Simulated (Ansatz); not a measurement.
# AlCo (Pm-3m) in Ansatz: a series of runs

Aim: see how the results for AlCo move with the level of theory and the settings. Levels: PBE+D3(BJ), revPBE. Tasks: relaxation of cell and atoms.

All numbers are computed with Ansatz 0.2.0; they aren't measurements. Logs are shortened: lines on timing, memory, paths and dates and some standing lists are left out, and cuts for length are marked.

## (1) Starting point

The structure is cubic, space group Pm-3m (No. 221). The conventional cell has a = 2.819 Å, b = 2.819 Å, c = 2.819 Å, α = 90.00°, β = 90.00°, γ = 90.00°. Co (site symmetry m-3m) is surrounded by 8 Al at 2.44 Å. Al (site symmetry m-3m) has 8 Co at 2.44 Å as nearest neighbours.

The cell is a database's computed one.

## (2) Relaxation of cell and atoms, PBE+D3(BJ), collinear spin, ferromagnetic start

Input file input.yaml:

```yaml
crystal:
  lattice:
    - [2.81940321, 0.0, 0.0]
    - [0.0, 2.81940321, 0.0]
    - [0.0, 0.0, 2.81940321]
  atoms:
    - { symbol: Co, position: [0.5, 0.5, 0.5], spin: 2.0 }
    - { symbol: Al, position: [0.0, 0.0, 0.0] }
hamiltonian:
  xc: pbe
  pseudopotentials: { kind: paw }
  dispersion: d3bj
magnetization:
  spin_polarized: true
kpoints:
  mp_grid: { grid: [9, 9, 9] }
scf:
  occupations: { method: fermi_dirac, width: 0.05 }
output:
  forces: true
  stress: true
  eigenvalues: true
relax:
  f_tol: 0.01
  max_steps: 40
  cell: { stress_tol: 0.05 }
```

Potentials or basis: Ansatz PAW.

Run with:

```sh
$ ansatz run input.yaml --threads 2 --pin off --max-ram 5632MiB --backend cpu --events-out ev --progress --plain --runs-dir out
```

The program printed:

```text
Warning: RAYON_NUM_THREADS=2 ignored (pool sized by the plan → 2); use --threads N
Engine: ansatz 0.2.0, x86_64-unknown-linux-gnu
Pseudopotentials: kind: paw
Pseudopotential: Co, paw, valence charge 17, recommended cutoff 420 eV (normal), Co.paw.azcp
Pseudopotential: Al, paw, valence charge 3, recommended cutoff 420 eV (normal), Al.paw.azcp
Functional definition: PBE
  parameter kappa = 0.804
  parameter beta = 0.06672455060314922
  exchange = pbe_x(kappa = kappa, mu = beta*pi^2/3)
  correlation = pbe_c(beta = beta)
Crystal: 2 atoms, lattice volume = 22.412 Å³
Basis set: ecut = 420 eV, 461 PW (Γ), exchange–correlation on 40×40×40 points (8 copies of the dense FFT grid, shifted against one another)
Bands: 15, of which v1, the nominal top of the filled ones, is band 10 counted from 1 (9 counted from 0)
Symmetry: 48 space group operations
Space group: Pm-3m (ITA 221), of the structure as read, at distance tolerance 2.8e-5 Å
Magnetic group: BNS 221.92 (UNI 1594), of the structure as read, at distance tolerance 2.8e-5 Å
k-points: 35 of 729
Non-local potential: Co, projectors of the file, l = 0: 3, l = 1: 2, l = 2: 3, l = 3: 1
Non-local potential: Al, projectors of the file, l = 0: 2, l = 1: 2, l = 2: 1
PAW form: soft (Blöchl's): semilocal exchange-correlation on the pseudo side does not see the compensation charge
PAW one-centre angular grid: Co, 590 points (default); XC on 64 Gauss nodes
PAW one-centre angular grid: Al, 110 points (default); XC on 64 Gauss nodes
Initial density: superposition of atomic densities (chi_scale 0.1, normalization cell)
Starting moments: Σ|m| = 2 μB on 1 of 2 sites
Initial wavefunctions: pseudopotential atomic-orbital guess
Functional: x = pbe(κ = 0.804, μ = 0.2195149727645171), c = pbe(β = 0.06672455060314922)
SCF iter   1: F=—  HF=-5664.313502 eV  |F-HF|=—  |Δ(HF+E_count)|=         —  Δρ=7.86e-2 (↑7.86e-2 ↓3.59e-2)  dr2=1.51e0  dr2_m=1.90e-1  M=1.342 μB ∫|m|=1.667 μB  β_m=0.30  ethr=3.10e-3  ⟨swp⟩=4.6  Hψ=4787  notcnv=0
Mixer restart at iter 1: flushing history
preconditioner: auto → none  [metal: Δε(μ)=0.014 eV  Ē_g=9.633 eV  σ=0.050 eV  W_gap=0.07  n_scr=6 (ndim 8)  ℏωp=27.2 eV  f_vac=0.000  D(μ)=2.35/eV (n_scr^D=26)  sad-step TF]
SCF iter   2: F=—  HF=-5663.828561 eV  |F-HF|=—  |Δ(HF+E_count)|=   4.85e-1  Δρ=3.98e-2 (↑2.99e-2 ↓3.98e-2)  dr2=1.59e-1  dr2_m=2.15e-1  M=1.205 μB ∫|m|=1.548 μB  β_m=0.34  ethr=3.10e-3  ⟨swp⟩=2.6  Hψ=2434  notcnv=0  defer=39
SCF iter   3: F=—  HF=-5665.179479 eV  |F-HF|=—  |Δ(HF+E_count)|=         —  Δρ=2.00e-1 (↑2.00e-1 ↓1.38e-1)  dr2=6.65e-1  dr2_m=5.75e0  M=0.017 μB ∫|m|=0.121 μB  β_m=1.00  ethr=7.96e-4  ⟨swp⟩=2.5  Hψ=1695  notcnv=0  defer=41
Mixer restart at iter 3: flushing history
SCF iter   4: F=—  HF=-5667.621951 eV  |F-HF|=—  |Δ(HF+E_count)|=    2.44e0  Δρ=1.93e-1 (↑1.82e-1 ↓1.93e-1)  dr2=2.04e1  dr2_m=6.14e-3  M=0.024 μB ∫|m|=0.055 μB  β_m=0.34  ethr=2.50e-4  ⟨swp⟩=4.0  Hψ=3338  notcnv=0  defer=25
SCF iter   5: F=—  HF=-5667.923296 eV  |F-HF|=—  |Δ(HF+E_count)|=   3.01e-1  Δρ=1.48e-1 (↑1.48e-1 ↓1.37e-1)  dr2=1.07e1  dr2_m=6.52e-3  M=0.008 μB ∫|m|=0.039 μB  β_m=0.27  ethr=2.50e-4  ⟨swp⟩=4.0  Hψ=3918  notcnv=0  defer=36
SCF iter   6: F=—  HF=-5665.645322 eV  |F-HF|=—  |Δ(HF+E_count)|=    2.28e0  Δρ=9.62e-3 (↑5.99e-3 ↓9.62e-3)  dr2=3.78e-2  dr2_m=4.11e-3  M=0.013 μB ∫|m|=0.042 μB  β_m=0.64  ethr=2.50e-4  ⟨swp⟩=3.8  Hψ=3359  notcnv=0  defer=28
SCF iter   7: F=—  HF=-5665.766607 eV  |F-HF|=—  |Δ(HF+E_count)|=   1.21e-1  Δρ=9.00e-3 (↑8.78e-3 ↓9.00e-3)  dr2=2.20e-2  dr2_m=5.02e-5  M=0.003 μB ∫|m|=0.007 μB  β_m=0.48  ethr=1.89e-4  ⟨swp⟩=2.5  Hψ=2620  notcnv=0  defer=28
SCF iter   8: F=—  HF=-5665.726142 eV  |F-HF|=—  |Δ(HF+E_count)|=   4.05e-2  Δρ=2.92e-3 (↑1.08e-3 ↓2.92e-3)  dr2=7.03e-4  dr2_m=4.82e-4  M=0.005 μB ∫|m|=0.015 μB  β_m=0.74  ethr=1.10e-4  ⟨swp⟩=2.0  Hψ=2066  notcnv=0  defer=28
SCF iter   9: F=—  HF=-5665.727169 eV  |F-HF|=—  |Δ(HF+E_count)|=   1.03e-3  Δρ=9.34e-4 (↑9.34e-4 ↓2.76e-4)  dr2=2.15e-4  dr2_m=2.28e-5  M=0.001 μB ∫|m|=0.003 μB  β_m=0.87  ethr=3.51e-6  ⟨swp⟩=2.0  Hψ=2060  notcnv=0  defer=28
SCF iter  10: F=—  HF=-5665.727244 eV  |F-HF|=—  |Δ(HF+E_count)|=   7.49e-5  Δρ=2.08e-4 (↑2.08e-4 ↓3.64e-5)  dr2=8.95e-6  dr2_m=2.24e-6  M=0.000 μB ∫|m|=0.001 μB  β_m=0.94  ethr=1.08e-6  ⟨swp⟩=2.0  Hψ=1264  notcnv=0  defer=28
SCF iter  11: F=—  HF=-5665.727270 eV  |F-HF|=—  |Δ(HF+E_count)|=   2.58e-5  Δρ=4.85e-5 (↑4.85e-5 ↓3.50e-5)  dr2=1.06e-6  dr2_m=1.03e-8  M=0.000 μB ∫|m|=0.000 μB  β_m=0.94  ethr=4.48e-8  ⟨swp⟩=2.2  Hψ=1379  notcnv=0  defer=28
SCF iter  12: F=—  HF=-5665.727270 eV  |F-HF|=—  |Δ(HF+E_count)|=   1.66e-7  Δρ=2.71e-6 (↑2.71e-6 ↓1.73e-6)  dr2=3.89e-9  dr2_m=1.01e-10  M=0.000 μB ∫|m|=0.000 μB  β_m=0.95  ethr=5.31e-9  ⟨swp⟩=2.1  Hψ=1394  notcnv=0  defer=28
SCF iter  13: F=-5665.727270 eV  HF=-5665.727270 eV  |F-HF|=2.16e-10  |Δ(HF+E_count)|=   1.06e-9  Δρ=5.94e-7 (↑5.94e-7 ↓5.62e-7)  dr2=2.75e-10  dr2_m=8.87e-13  M=0.000 μB ∫|m|=0.000 μB  ethr=1.94e-11  ⟨swp⟩=3.6  Hψ=3493  notcnv=0
WARN: the starting moments were not kept: the SCF closed with an absolute magnetisation of 5.4e-7 μB, where they sum to 2 μB in size (1 site). That is at most 0.1 of that sum. Measured as dr2_m measures the in/out step, that magnetisation stands 2.4e-13 eV from none, at or under the dr2_threshold of 1.0e-7 eV: it is no larger than a step whose dr2_m would equal this threshold. The system may hold no moment; this SCF shows only that its start led to no more than that. To try another start: raise the starting moments (crystal.atoms[].spin, magnetization.per_species, magnetization.initial_magnetization, or on a non-collinear deck that types none of these the spinor_matrix: blocks that start its atoms; where the total moment is fixed, keep their sum and leave initial_magnetization as it is; typed ones take the place of any that the run laid by itself, positive ones on a crystal's lanthanoids without a Hubbard term where scf.initial_density.shell_occupations: [] is typed) or, if the notice of its spin-set hold's release reads "site moments contracting" or "site moments show no strong build", lengthen the hold (scf.mixing.spin_hold: { on: { confirm: 4 } }; for m-r²SCAN on two components see the key's manual first). Each may lead to a state that holds a moment. A second SCF, from the converged charge density, with the starting moments and any scf.initial_density.shell_occupations laid on it anew, would have followed, and was not run: the deck does not ask for one (magnetization.retry_lost_moments is false, the default). To let it run, set magnetization.retry_lost_moments: true and run the deck again, where that key's refused combinations let it; where memory then withholds it, that run's warning says so.
SCF 1 converged in 13 iterations: F = -5665.727270 eV  dr2 = 2.75e-10
relax step   1: F+E_penalty+E_count = -5665.72726988 eV  Δ(F+E_penalty+E_count) = +0.000e0 eV  max|allowed force component| = 6.104e-28 eV/Å  Δτ_max = 0.0000 Å  P = -0.042 GPa  Ω = 22.412 Å³  (13 SCF iters, dr2 threshold 1.00e-7 eV, accepted)
Initial density: handed on by an earlier stage of this run
Starting moments: Σ|m| = 2 μB on 1 of 2 sites; this step starts from the density that it was given
Initial wavefunctions: pseudopotential atomic-orbital guess (no wavefunctions were taken with the density)
iter 1 solved again at ethr=4.64e-9 eV; its pass at ethr=3.10e-3 eV (dr2=9.27e-7 eV) is discarded
SCF iter   1: F=—  HF=-5665.727270 eV  |F-HF|=—  |Δ(HF+E_count)|=         —  Δρ=2.40e-7 (↑1.98e-7 ↓2.40e-7)  dr2=2.00e-11  dr2_m=8.22e-13  M=0.000 μB ∫|m|=0.000 μB  β_m=0.65  ethr=4.64e-9  ⟨swp⟩=4.0  Hψ=8329  notcnv=0
preconditioner: auto → none  [insulator: Δε(μ)=0.171 eV  Ē_g=9.741 eV  σ=0.050 eV  W_gap=0.65  n_scr=6 (ndim 8)  ℏωp=27.2 eV  f_vac=0.000  D(μ)=0.47/eV (n_scr^D=0)  ε∞_Penn≈8.8]
SCF iter   2: F=—  HF=-5665.727270 eV  |F-HF|=—  |Δ(HF+E_count)|=  1.70e-10  Δρ=1.44e-7 (↑1.02e-7 ↓1.44e-7)  dr2=2.29e-12  dr2_m=2.76e-13  M=0.000 μB ∫|m|=0.000 μB  β_m=0.53  ethr=1.00e-12  ⟨swp⟩=3.0  Hψ=1946  notcnv=0
SCF iter   3: F=—  HF=-5665.727270 eV  |F-HF|=—  |Δ(HF+E_count)|=  9.09e-13  Δρ=8.08e-8 (↑8.08e-8 ↓5.80e-8)  dr2=3.45e-12  dr2_m=1.17e-13  M=0.000 μB ∫|m|=0.000 μB  β_m=0.58  ethr=1.00e-12  ⟨swp⟩=1.0  Hψ=1050  notcnv=0
SCF iter   4: F=-5665.727270 eV  HF=-5665.727270 eV  |F-HF|=0.00e0  |Δ(HF+E_count)|=  1.82e-12  Δρ=2.83e-8 (↑2.10e-8 ↓2.83e-8)  dr2=5.02e-13  dr2_m=3.88e-15  M=0.000 μB ∫|m|=0.000 μB  ethr=1.00e-12  ⟨swp⟩=4.0  Hψ=4046  notcnv=0
the starting moments were not kept: the SCF closed with an absolute magnetisation of 1.3e-7 μB, where they sum to 2 μB in size (1 site). That is at most 0.1 of that sum. Measured as dr2_m measures the in/out step, that magnetisation stands 2.6e-14 eV from none, at or under the dr2_threshold of 2.0e-11 eV: it is no larger than a step whose dr2_m would equal this threshold.
SCF 2 converged in 4 iterations: F = -5665.727270 eV  dr2 = 5.02e-13
relax step   2: F+E_penalty+E_count = -5665.72726988 eV  Δ(F+E_penalty+E_count) = -1.892e-10 eV  max|allowed force component| = 5.522e-29 eV/Å  Δτ_max = 0.0000 Å  P = -0.042 GPa  Ω = 22.412 Å³  stress off target by 4.20e-2 GPa  SCF on the basis re-selected at this cell (its energy is not comparable with the rows above)  (4 SCF iters)
basis re-selected at this cell: Δ(F+E_penalty+E_count) = -1.892e-10 eV, ΔP = +0.000 GPa vs the last step (what re-selecting the basis moved, of the pressure what is left beyond the Pulay correction that the steps carried, after the strain that the cell walked since its last selection, with what the two solves' SCF thresholds leave and, on support functions, any second-order correction that the steps lacked; it is no measure of the basis error at this ecutwfc). This SCF's stress stands 4.20e-2 GPa from its target on what of the cell is left free (relax.cell.stress_tol is 5.00e-2 GPa) and its largest allowed force component is 5.52e-29 eV/Å (relax.f_tol is 1.00e-2 eV/Å): within both
SCF converged after 4 iterations
Magnetization: 0.0000 μB (10.0000 up, 10.0000 down)
Absolute magnetization: 0.0000 μB (∫|ρ↑−ρ↓|, with the PAW one-centre terms)
Spin contamination: 0.0000 ħ² per cell (⟨S²⟩ above its minimum at these occupations)
Per-site moments (μB) at R_I (Å): [(8.927826362387616e-8, 1.0071908563906993), (-6.667405832557308e-9, 1.0071908563906993)]
Free energy (F): -5665.727270 eV
Harris-Foulkes:  -5665.727270 eV  (|F-HF|=0.00e0)
Internal energy: -5665.722899 eV  (E = F + TS)
E sigma→0 (E₀):  -5665.725084 eV
Entropy (-TS):   -0.004371 eV (-2.185 meV/atom)
Fermi energy:    15.061355 eV
--- Per-component energies (eV) ---
  E_band       = -274.161030
  E_kinetic    = 484.981392
  E_local      = -3632.541275  (includes V_loc(G=0)·N_el)
  E_nonlocal   = 466.584013
  E_hartree    = 1571.044013
  E_xc         = -201.387771
  E_vxc        = -237.663951  (∫ρ·V_xc dr)
  E_paw        = -1985.456493  (= ΣΔE_a)
  E_vpaw       = -497.609288  (= ΣTr[D̂ρ^β])
  E_aug_tail   = 0.000109  (compensation charges beyond the density's cutoff)
  E_ewald      = -2368.048262
  E_disp       = -0.898625  (pairwise vdW)
  E_smearing   = -0.004371  (= −TS)
  E_closure    = -0.000000  (closes the sum)
  Σ components = -5665.727270   (vs F -5665.727270, Δ=0.00e0)
--- Forces (eV/Å), atoms counted from 1 ---
  atom   1  Co    -0.00000000     0.00000000     0.00000000
  atom   2  Al     0.00000000     0.00000000     0.00000000
  max |Σ_I F_I| component: 9.15e-29 eV/Å
--- Stress (GPa, compression-positive) ---
       -0.041978       0.000000       0.000000
        0.000000      -0.041978       0.000000
        0.000000       0.000000      -0.041978
  P = ⅓ Tr σ = -0.0420 GPa (-0.420 kbar)
--- Band table (eV; the first three rows and the last of 70) ---
  k-point 0 ↑: bands = ["-79.7245", "-43.0177", "-43.0177", "-43.0177", "3.7310", "11.9353", "11.9353", "14.1834", "14.1834", "14.1834", "21.1568", "21.1568", "21.1568", "23.8841", "23.8841"]
  k-point 1 ↑: bands = ["-79.7240", "-43.0234", "-43.0173", "-43.0173", "3.9704", "11.9056", "12.0027", "14.0556", "14.0556", "14.1973", "19.3587", "21.4864", "21.4864", "23.8428", "25.5108"]
  k-point 2 ↑: bands = ["-79.7229", "-43.0379", "-43.0161", "-43.0161", "4.6779", "11.6423", "12.1798", "13.7609", "13.7609", "14.2325", "17.0930", "22.3901", "22.3901", "23.7257", "27.3169"]
  k-point 34 ↓: bands = ["-79.7141", "-43.0557", "-43.0557", "-43.0557", "10.7709", "11.0316", "11.0316", "14.6524", "14.6524", "16.2686", "17.4807", "17.4807", "19.4694", "20.9067", "20.9067"]
--- Relaxed structure (1 steps of the walk, 1 accepted, 1 SCFs on fresh bases) ---
  F+E_penalty+E_count = -5665.72726988 eV   max|allowed force component| = 5.522e-29 eV/Å   (the final SCF, on the basis selected at the relaxed cell)
  cell:  # Å, volume = 22.4115 Å³
    - [2.81940321, 0.0, 0.0]
    - [0.0, 2.81940321, 0.0]
    - [0.0, 0.0, 2.81940321]
  atoms:
    - { symbol: Co, position: [0.5000000000000001, 0.5000000000000001, 0.5000000000000001] }
    - { symbol: Al, position: [0.0, 0.0, 0.0] }
```

Run time: 4.4 s. Hardware: 2 threads of AMD EPYC (Zen 3), shared host; peak memory 0.33 GiB.

What came out:

```yaml
Free_energy: -5665.7273 eV
Energy_gained_by_relaxing: 0.0 meV/atom
Ionic_steps: 2
Pressure_after_relaxing: 0.0 GPa
Band_gap_on_the_k_mesh: none (metal or under the smearing width)
Net_moment: 0.00 μB per cell
Absolute_moment: 0.00 μB per cell
```

Final structure:
```cif
data_structure
_symmetry_space_group_name_H-M 'P 1'
_symmetry_Int_Tables_number 1
_cell_length_a 2.8194
_cell_length_b 2.8194
_cell_length_c 2.8194
_cell_angle_alpha 90.000
_cell_angle_beta 90.000
_cell_angle_gamma 90.000
_cell_volume 22.41
loop_
_atom_site_label
_atom_site_type_symbol
_atom_site_fract_x
_atom_site_fract_y
_atom_site_fract_z
_atom_site_occupancy
Co1 Co 0.50000 0.50000 0.50000 1
Al1 Al 0.00000 0.00000 0.00000 1
```

Levels at points of the mesh, in eV from the Fermi level:
Spin up:
```csv
k point,band 8,band 9,band 10,band 11,band 12,band 13
"(0.00, 0.00, 0.00)",-0.88,-0.88,-0.88,6.10,6.10,6.10
```
Spin down:
```
           k point  band 6  band 7  band 8  band 9  band 10  band 11  band 12  band 13  band 14  band 15
(0.00, 0.00, 0.00)   -3.13   -3.13   -0.88   -0.88    -0.88     6.10     6.10     6.10     8.82     8.82
```

Caveat: the starting moments collapsed, and a magnetic state may lie lower; the plane-wave basis is chosen anew once the cell has moved, so the energies of steps on either side of that aren't comparable; pairwise dispersion overbinds metals, which lowers pressure and volume; the starting moments weren't kept.

## (3) Relaxation of cell and atoms, revPBE, collinear spin, ferromagnetic start

input.yaml: that of step 2 with these lines changed.

```diff
@@ -9,5 +9,4 @@
 hamiltonian:
-  xc: pbe
+  xc: revpbe
   pseudopotentials: { kind: paw }
-  dispersion: d3bj
 magnetization:
```

Potentials or basis: Ansatz PAW.

Run with:

```sh
$ ansatz run input.yaml --threads 2 --pin off --max-ram 5632MiB --backend cpu --events-out ev --progress --plain --runs-dir out
```

Wall time 13 s (2 threads of AMD EPYC (Zen 3), shared host); peak memory 0.33 GiB.

The run converged. Its results:

- Free energy: -5670.3987 eV
- Relaxed volume: 11.80 Å³/atom
- Relaxed cell: a = 2.868 Å, b = 2.868 Å, c = 2.868 Å, α = 90.00°, β = 90.00°, γ = 90.00°
- Space group after relaxing (to 0.05 Å): Pm-3m (No. 221)
- Energy gained by relaxing: 17.4 meV/atom
- Ionic steps: 7
- Pressure after relaxing: 0.0 GPa
- Band gap on the k mesh: none (metal or under the smearing width)
- Net moment: 0.00 μB per cell
- Absolute moment: 0.00 μB per cell

The path:
```
step  energy change (eV)  largest force (eV/Å)  volume (Å³)
   1              0.0000                0.0000        22.41
   2             -0.0271                0.0000        23.05
   3             -0.0337                0.0000        23.54
   4             -0.0337                0.0000        23.58
   5             -0.0348                0.0000        23.58
   6             -0.0348                0.0000        23.60
   7             -0.0348                0.0000        23.60
```

Final structure:
```yaml
crystal:
  lattice:
    - [2.86821, 0.00000, 0.00000]
    - [0.00000, 2.86821, 0.00000]
    - [0.00000, 0.00000, 2.86821]
  atoms:
    - { symbol: Co, position: [0.50000, 0.50000, 0.50000] }
    - { symbol: Al, position: [0.00000, 0.00000, 0.00000] }
```

Levels at points of the mesh, in eV from the Fermi level:
Spin up:
```csv
k point,band 6,band 7,band 8,band 9,band 10,band 11,band 12,band 13,band 14,band 15
"(0.00, 0.00, 0.00)",-2.89,-2.89,-0.82,-0.82,-0.82,5.86,5.86,5.86,8.60,8.60
```
Spin down:
| k point | band 7 | band 8 | band 9 | band 10 | band 11 | band 12 | band 13 | band 14 |
| --- | --- | --- | --- | --- | --- | --- | --- | --- |
| (0.00, 0.00, 0.00) | -2.89 | -0.82 | -0.82 | -0.82 | 5.86 | 5.86 | 5.86 | 8.60 |

Caveat: the starting moments collapsed, and a magnetic state may lie lower; the plane-wave basis is chosen anew once the cell has moved, so the energies of steps on either side of that aren't comparable; the PAW data sets come from PBE, with cores solved anew for the run's functional, which leaves a small shift of forces and pressure; the starting moments weren't kept.
